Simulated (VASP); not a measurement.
# BN (P6_3/mmc) in VASP: further runs

One crystal, BN, is run at these levels: PBE+D3(BJ); tasks: relaxation of cell and atoms, vibrations by finite differences.

Program: VASP 6.6.1. These are calculated values, not measurements. Logs are shortened: lines on timing, memory, paths and dates and some standing lists are left out, and cuts for length are marked.

## 1. The crystal as given

It takes space group P6_3/mmc (No. 194, hexagonal). The conventional cell has a = 2.498 Å, b = 2.498 Å, c = 6.636 Å, α = 90.00°, β = 90.00°, γ = 120.00°. B (site symmetry -6m2) is surrounded by 3 N at 1.44 Å. Around N (site symmetry -6m2) lie 3 B at 1.44 Å.

## 2. Relaxation of cell and atoms, PBE+D3(BJ)

Contents of INCAR:

```
SYSTEM = BN
PREC = Accurate
ENCUT = 520
EDIFF = 1E-7
ISMEAR = 0
SIGMA = 0.02
LREAL = .FALSE.
LASPH = .TRUE.
NELM = 80
ALGO = Normal
ISIF = 3
LWAVE = .FALSE.
LCHARG = .FALSE.
GGA = PE
IVDW = 12
IBRION = 2
NSW = 80
EDIFFG = -0.002
```

Contents of KPOINTS:

```
Automatic mesh
0
G
  9 9 4
  0 0 0
```

Contents of POSCAR:

```
BN
1.0
    2.4982400000      0.0000000000      0.0000000000
   -1.2491200000      2.1635393000      0.0000000000
    0.0000000000      0.0000000000      6.6357000000
B N
2 2
Direct
    0.3333333300      0.6666666700      0.2500000000
    0.6666666700      0.3333333300      0.7500000000
    0.3333333300      0.6666666700      0.7500000000
    0.6666666700      0.3333333300      0.2500000000
```

Potentials or basis: VASP PAW PBE potentials, release 64 (B, N).

Launch:

```sh
$ cat potpaw_PBE.64/B/POTCAR potpaw_PBE.64/N/POTCAR > POTCAR
$ mpirun -np 1 vasp_std > vasp.out
```

OUTCAR:

```text
SYSTEM = BN
   PREC = Accurate
   ENCUT = 520
   EDIFF = 1E-7
   ISMEAR = 0
   LREAL = .FALSE.
   LASPH = .TRUE.
   NELM = 80
   ISIF = 3
   GGA = PE
   IVDW = 12
   IBRION = 2
   NSW = 80
   EDIFFG = -0.002
 IVDW          = 12

 ion  position               nearest neighbor table
   1  0.333  0.667  0.250-   4 1.44   4 1.44   4 1.44
   2  0.667  0.333  0.750-   3 1.44   3 1.44   3 1.44
   3  0.333  0.667  0.750-   2 1.44   2 1.44   2 1.44
   4  0.667  0.333  0.250-   1 1.44   1 1.44   1 1.44

  LATTYP: Found a hexagonal cell.
 ALAT       =     2.4982400000
 C/A-ratio  =     2.6561499296

  Lattice vectors:

 A1 = (   2.4982400000,   0.0000000000,   0.0000000000)
 A2 = (  -1.2491200000,   2.1635393000,   0.0000000000)
 A3 = (   0.0000000000,   0.0000000000,   6.6357000000)

Analysis of symmetry for initial positions (statically):
=====================================================================
 Subroutine PRICEL returns:
 Original cell was already a primitive cell.

 Routine SETGRP: Setting up the symmetry group for a
 hexagonal supercell.

 Subroutine GETGRP returns: Found 24 space group operations
 (whereof 12 operations were pure point group operations)
 out of a pool of 24 trial point group operations.

The static configuration has the point symmetry D_3d.
 The point group associated with its full space group is D_6h.

Analysis of symmetry for dynamics (positions and initial velocities):
=====================================================================
 Subroutine PRICEL returns:
 Original cell was already a primitive cell.

 Routine SETGRP: Setting up the symmetry group for a
 hexagonal supercell.

 Subroutine GETGRP returns: Found 24 space group operations
 (whereof 12 operations were pure point group operations)
 out of a pool of 24 trial point group operations.

The dynamic configuration has the point symmetry D_3d.
 The point group associated with its full space group is D_6h.

 Subroutine INISYM returns: Found 24 space group operations
 (whereof 12 operations are pure point group operations),
 and found     1 'primitive' translations

----------------------------------------------------------------------------------------

                                     Primitive cell

  volume of cell :      35.8662

  direct lattice vectors                    reciprocal lattice vectors
     2.498240000  0.000000000  0.000000000     0.400281798  0.231102805  0.000000000
    -1.249120000  2.163539300  0.000000000     0.000000000  0.462205609  0.000000000
     0.000000000  0.000000000  6.635700000     0.000000000  0.000000000  0.150700002

  length of vectors
     2.498240000  2.498239996  6.635700000     0.462205608  0.462205609  0.150700002

  position of ions in fractional coordinates (direct lattice)
     0.333333330  0.666666670  0.250000000
     0.666666670  0.333333330  0.750000000
     0.333333330  0.666666670  0.750000000
     0.666666670  0.333333330  0.250000000

  ion indices of the primitive-cell ions
   primitive index   ion index
                 1           1
                 2           2
                 3           3
                 4           4

----------------------------------------------------------------------------------------

 KPOINTS: Automatic mesh

Automatic generation of k-mesh.
 Grid dimensions read from file:
 generate k-points for:    9    9    4

 Generating k-lattice:

  Cartesian coordinates                     Fractional coordinates (reciprocal lattice)
     0.044475755  0.025678089  0.000000000     0.111111111 -0.000000000  0.000000000
     0.000000000  0.051356179  0.000000000     0.000000000  0.111111111  0.000000000
     0.000000000  0.000000000  0.037675000     0.000000000  0.000000000  0.250000000

  Length of vectors
     0.051356179  0.051356179  0.037675000

  Shift w.r.t. Gamma in fractional coordinates (k-lattice)
     0.000000000  0.000000000  0.000000000

 Subroutine IBZKPT returns following result:
 ===========================================

 Found     36 irreducible k-points:

 Following reciprocal coordinates:
            Coordinates               Weight
  0.000000  0.000000  0.000000      1.000000
  0.111111 -0.000000  0.000000      6.000000
  0.222222 -0.000000  0.000000      6.000000
  0.333333  0.000000  0.000000      6.000000
  0.444444 -0.000000  0.000000      6.000000
  0.111111  0.111111  0.000000      6.000000
[... 16 lines left out ...]
  0.333333  0.222222  0.250000     24.000000
  0.333333  0.333333  0.250000      4.000000
 [... further k-points ...]
   k-points           NKPTS =     36   k-points in BZ     NKDIM =     36   number of bands    NBANDS=     12
   number of dos      NEDOS =    301   number of ions     NIONS =      4
   total plane-waves  NPLWV =  20000
   dimension x,y,z NGX =    20 NGY =   20 NGZ =   50
   dimension x,y,z NGXF=    40 NGYF=   40 NGZF=  100
   ions per type =               2   2
   NGX,Y,Z   is equivalent  to a cutoff of  13.31, 13.31, 12.53 a.u.
   NGXF,Y,Z  is equivalent  to a cutoff of  26.62, 26.62, 25.05 a.u.
 SYSTEM =  BN
   PREC   = accura    normal or accurate (medium, high low for compatibility)
   ISTART =      0    job   : 0-new  1-cont  2-samecut
   ICHARG =      2    charge: 1-file 2-atom 10-const
   ISPIN  =      1    spin polarized calculation?
   LNONCOLLINEAR =      F non collinear calculations
   LSORBIT =      F    spin-orbit coupling
   LASPH  =      T    aspherical Exc in radial PAW
   ENCUT  =  520.0 eV  38.22 Ry    6.18 a.u.   4.65  4.65 12.34*2*pi/ulx,y,z
   NELM   =     80;   NELMIN=  2; NELMDL= -5     # of ELM steps
   EDIFF  = 0.1E-06   stopping-criterion for ELM
   LREAL  =      F    real-space projection
   EDIFFG = -.2E-02   stopping-criterion for IOM
   NSW    =     80    number of steps for IOM
   IBRION =      2    ionic relax: 0-MD 1-quasi-New 2-CG
   NFREE  =      1    steps in history (QN), initial steepest desc. (CG)
   ISIF   =      3    stress and relaxation
   ISYM   =      2    0-nonsym 1-usesym 2-fastsym
   POTIM  = 0.5000    time-step for ionic-motion
   TEBEG  =    0.0;   TEEND  =   0.0 temperature during run
   PSTRESS=    0.0 pullay stress
   NELECT =      16.0000    total number of electrons
   NUPDOWN=      -1.0000    fix difference up-down
   EMIN   =  10.00;   EMAX   =-10.00  energy-range for DOS
   EFERMI =   0.00;   METHOD = LEGACY
   ISMEAR =     0;   SIGMA  =   0.02  broadening in eV -4-tet -1-fermi 0-gaus
   EFERMI_NEDOS =   21; number of points for ismear=-14 and -15
   IALGO  =     38    algorithm
   IMIX   =      4    mixing-type and parameters
     AMIX     =   0.40;   BMIX     =  1.00
     AMIX_MAG =   1.60;   BMIX_MAG =  1.00
  volume/ion in A,a.u.               =       8.97        60.51
  Fermi-wavevector in a.u.,A,eV,Ry     =   1.250891  2.363842 21.289433  1.564729
  Thomas-Fermi vector in A             =   2.384864
   LORBIT       =      0    0 simple, 1 ext, 2 COOP (PROOUT), +10 PAW based schemes
   GGA     = PE    functional components
   LHFCALC =     F    Hartree Fock is set to
   AEXX    =    0.0000 exact exchange contribution
   IVDW    =    12    specifies the selected vdW correction
   LEPSILON=     F    determine dielectric tensor
   LRPA    =     F    only Hartree local field effects (RPA)
 conjugate gradient relaxation of ions
 non-spin polarized calculation
 Gauss-broadening in eV      SIGMA  =   0.02
  energy-cutoff  :      520.00
  volume of cell :       35.87
 maximum number of plane-waves:       985
 NGX is ok and might be reduce to    20
   NGX =  9   NGY =  9   NGZ = 25

--------------------------------------- Ionic step        1  -------------------------------------------

 number of electron      15.9999997 magnetization

 Free energy of the ion-electron system (eV)
  ---------------------------------------------------
  ext. energy  EPLUGINS =         0.00000000
  ---------------------------------------------------
  free energy    TOTEN  =       -35.14691202 eV

  energy without entropy =      -35.14691202  energy(sigma->0) =      -35.14691202

------------------------ aborting loop because EDIFF is reached ----------------------------------------

 Edisp (eV)   -0.56768

 E8    (eV) :    -0.1663

  FORCE on cell =-STRESS in cart. coord.  units (eV):
  Direction    XX          YY          ZZ          XY          YZ          ZX
  --------------------------------------------------------------------------------------
  -------------------------------------------------------------------------------------
  Total       0.84008     0.84008    -0.05564     0.00000     0.00000     0.00000
  in kB      37.52723    37.52723    -2.48553     0.00000     0.00000     0.00000
  external pressure =       24.19 kB  Pullay stress =        0.00 kB
[... 103 lines left out ...]
  FREE ENERGIE OF THE ION-ELECTRON SYSTEM (eV)
  ---------------------------------------------------
  free  energy   TOTEN  =       -35.7174749407 eV

  energy  without entropy=      -35.7174749407  energy(sigma->0) =      -35.71747494

[... ionic steps 4 to 8 ...]

--------------------------------------- Ionic step        9  -------------------------------------------

 number of electron      15.9999997 magnetization

------------------------ aborting loop because EDIFF is reached ----------------------------------------

 Edisp (eV)   -0.56907

 E8    (eV) :    -0.1668
[... 73 lines left out ...]
  energy  without entropy=      -35.7176390760  energy(sigma->0) =      -35.71763908

--------------------------------------- Ionic step       11  -------------------------------------------

 number of electron      15.9999997 magnetization

 Free energy of the ion-electron system (eV)
  ---------------------------------------------------
  ext. energy  EPLUGINS =         0.00000000
  ---------------------------------------------------
  free energy    TOTEN  =       -35.14863660 eV

  energy without entropy =      -35.14863660  energy(sigma->0) =      -35.14863660

 E-fermi :   2.4769     XC(G=0): -10.1178

 val. band max:        2.3248213635   @ k =   0.3333   0.3333   0.5000
 cond. band min:       6.7043229687   @ k =   0.4444   0.1111   0.0000
 fundamental gap:      4.3795016052
 Fermi energy:         2.4769202389

 k-point     1 :       0.0000    0.0000    0.0000
  band No.  band energies     occupation
      1     -15.4621      2.00000
      2     -15.1482      2.00000
      3      -3.9081      2.00000
      4      -1.6935      2.00000
      5       0.9908      2.00000
      6       0.9908      2.00000
      7       1.0315      2.00000
      8       1.0315      2.00000
      9       7.6393      0.00000
     10      12.7272      0.00000
     11      13.8421      0.00000
     12      13.8421      0.00000
[... 331 lines left out ...]
 k-point    24 :       0.3333    0.3333    0.2500
  band No.  band energies     occupation
      1     -11.6469      2.00000
      2     -11.6469      2.00000
      3      -5.6064      2.00000
      4      -5.4846      2.00000
      5      -4.8170      2.00000
      6      -4.8170      2.00000
      7       2.2795      2.00000
      8       2.2795      2.00000
      9       7.0737      0.00000
     10       7.0737      0.00000
     11      13.4021      0.00000
     12      15.6033      0.00000

 [... further k-points ...]

------------------------ aborting loop because EDIFF is reached ----------------------------------------

 Edisp (eV)   -0.56903

 E8    (eV) :    -0.1668

  FORCE on cell =-STRESS in cart. coord.  units (eV):
  Direction    XX          YY          ZZ          XY          YZ          ZX
  --------------------------------------------------------------------------------------
  -------------------------------------------------------------------------------------
  Total       0.00121     0.00121     0.00028     0.00000    -0.00000     0.00000
  in kB       0.05429     0.05429     0.01269     0.00000    -0.00000     0.00000
  external pressure =        0.04 kB  Pullay stress =        0.00 kB
[... 19 lines left out ...]
  FREE ENERGIE OF THE ION-ELECTRON SYSTEM (eV)
  ---------------------------------------------------
  free  energy   TOTEN  =       -35.7176635064 eV

  energy  without entropy=      -35.7176635064  energy(sigma->0) =      -35.71766351

 reached required accuracy - stopping structural energy minimisation
```

Run time: 55 s. Hardware: 1 thread of Intel Xeon Platinum 8488C (Sapphire Rapids), shared host; peak memory 0.16 GiB.

What came out:

```yaml
Free_energy: -35.7177 eV
Relaxed_volume: 8.96 Å³/atom
Relaxed_cell: a = 2.507 Å, b = 2.507 Å, c = 6.586 Å, α = 90.00°, β = 90.00°, γ = 120.00°
Space_group_after_relaxing_to_0.05_Å: P6_3/mmc (No. 194)
Energy_gained_by_relaxing: 0.8 meV/atom
Ionic_steps: 11
Pressure_after_relaxing: 0.0 GPa
Band_gap_on_the_k_mesh: 4.38 eV, indirect (least direct gap 4.63 eV)
Dispersion_energy_per_atom: -0.142 eV
```

The path:
| step | energy change (eV) | largest force (eV/Å) | pressure (GPa) | volume (Å³) |
| --- | --- | --- | --- | --- |
| 1 | 0.0000 | 0.0000 | 2.42 | 35.87 |
| 2 | 0.0077 | 0.0000 | -4.69 | 36.57 |
| 3 | -0.0029 | 0.0000 | -0.09 | 36.11 |
| 4 | -0.0029 | 0.0000 | -0.04 | 36.10 |
| 5 | -0.0029 | 0.0000 | -0.03 | 36.08 |
| 6 | -0.0030 | 0.0000 | -0.02 | 36.03 |
| 7 | -0.0031 | 0.0000 | 0.01 | 35.92 |
| 8 | -0.0030 | 0.0000 | 0.06 | 35.70 |
| 9 | -0.0031 | 0.0000 | 0.03 | 35.84 |
| 10 | -0.0030 | 0.0000 | -0.22 | 35.86 |
| 11 | -0.0031 | 0.0000 | 0.00 | 35.84 |

Final structure:
```
B N
1.0
     2.50681    0.00000    0.00000
    -1.25341    2.17096    0.00000
     0.00000    0.00000    6.58558
B N
2 2
Direct
  0.33333 0.66667 0.25000
  0.66667 0.33333 0.75000
  0.33333 0.66667 0.75000
  0.66667 0.33333 0.25000
```

Caveat: an odd mesh through Γ misses points on the zone boundary, where band edges often lie.

## 3. Relaxation of cell and atoms, PBE+D3(BJ)

INCAR is that of step 2.

KPOINTS is that of step 2.

Contents of POSCAR:

```
BN                                      
1.0
    2.5068123860      0.0000000000     -0.0000000000
   -1.2534061930      2.1709632040     -0.0000000000
    0.0000000000     -0.0000000000      6.5855779631
  B               N             
     2     2
Direct
     0.3333333300000021    0.6666666699999979    0.2500000000000000
     0.6666666699999979    0.3333333300000021    0.7500000000000000
     0.3333333300000021    0.6666666699999979    0.7500000000000000
     0.6666666699999979    0.3333333300000021    0.2500000000000000
```

Potentials or basis: VASP PAW PBE potentials, release 64 (B, N).

Launch:

```sh
$ cat potpaw_PBE.64/B/POTCAR potpaw_PBE.64/N/POTCAR > POTCAR
$ mpirun -np 1 vasp_std > vasp.out
```

It took 10 s on 1 thread of Intel Xeon Platinum 8488C (Sapphire Rapids), shared host; peak memory 0.16 GiB.

The run converged. Its results:

* Free energy: -35.7176 eV
* Pressure after relaxing: 0.0 GPa
* Band gap on the k mesh: 4.38 eV, indirect (least direct gap 4.63 eV)
* Dispersion energy per atom: -0.142 eV

Final structure:
```
CELL_PARAMETERS angstrom
2.50681 0.00000 0.00000
-1.25341 2.17096 0.00000
0.00000 0.00000 6.58558
ATOMIC_POSITIONS crystal
B 0.33333 0.66667 0.25000
B 0.66667 0.33333 0.75000
N 0.33333 0.66667 0.75000
N 0.66667 0.33333 0.25000
```

Levels at points of the mesh, in eV from the valence-band top:
```csv
k point,band 4,band 5,band 6,band 7,band 8,band 9,band 10,band 11,band 12
"(0.00, 0.00, 0.00)",-4.02,-1.33,-1.33,-1.29,-1.29,5.31,10.40,11.52,11.52
"(0.00, 0.00, 0.50)",-5.25,-1.31,-1.31,-1.31,-1.31,7.72,7.72,11.58,11.58
```

Caveat: the relaxation stopped at its first step, so nothing moved; an odd mesh through Γ misses points on the zone boundary, where band edges often lie.

(Continued in part 2 of 2.)
